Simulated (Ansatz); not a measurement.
A (101) slab of TaN (P-6m2 (No. 187)), 12 planes, outer planes Ta (top) and N (bottom), with 12 atoms (Ta6N6) in a surface cell of A = 11.397 Å², as cut from the bulk:

```yaml
crystal:
  lattice:
    - [2.95018, 0.00000, 0.00000]
    - [-1.47509, 3.86326, 0.00000]
    - [0.00000, 0.00000, 26.17910]
  atoms:
    - { symbol: N, position: [0.71869, 0.43737, 0.28649] }
    - { symbol: Ta, position: [0.15093, 0.30185, 0.34749] }
    - { symbol: N, position: [0.43737, 0.87475, 0.35969] }
    - { symbol: Ta, position: [0.86961, 0.73922, 0.42070] }
    - { symbol: N, position: [0.15606, 0.31212, 0.43290] }
    - { symbol: Ta, position: [0.58830, 0.17660, 0.49390] }
    - { symbol: N, position: [0.87475, 0.74949, 0.50610] }
    - { symbol: Ta, position: [0.30698, 0.61397, 0.56710] }
    - { symbol: N, position: [0.59343, 0.18686, 0.57930] }
    - { symbol: Ta, position: [0.02567, 0.05134, 0.64031] }
    - { symbol: N, position: [0.31212, 0.62424, 0.65251] }
    - { symbol: Ta, position: [0.74436, 0.48872, 0.71351] }
```

Method: Ansatz, DFT PBE, scalar-relativistic, plane waves, PAW. Plane waves to 420 eV, a k mesh through Γ of 12×9×1 on the computed 12-atom cell and Gaussian smearing (0.10 eV); no spin polarisation. A dipole correction removes the field between periodic images along c.

Against the same 12 atoms in the bulk, the slab as cut lies 8.507 eV higher and the relaxed slab 6.138 eV higher.

Task: Work out the surface energy before and after relaxation.

Result: The slab has two faces, so γ = (E_slab − N·E_bulk)/(2A), the mean of both. As cut: 8.507/(2 × 11.397) = 0.3732 eV/Å², and 1 eV/Å² = 16.02 J/m², so γ = 5.98 J/m². Relaxed: 6.138/(2 × 11.397) = 0.2693 eV/Å² = 4.31 J/m². Relaxation recovers 28 % of the cost of cutting.

Task: What is the ideal work of this cut, per area?

Result: Griffith's ideal work is 2γ: 11.96 J/m² if the new faces stay rigid, 8.63 J/m² if they relax. Other cuts parallel to this plane can cost less. One thickness was run, 12 planes, so γ can still shift with it.

The reference crystal is a form of TaN, which isn't its usual structure.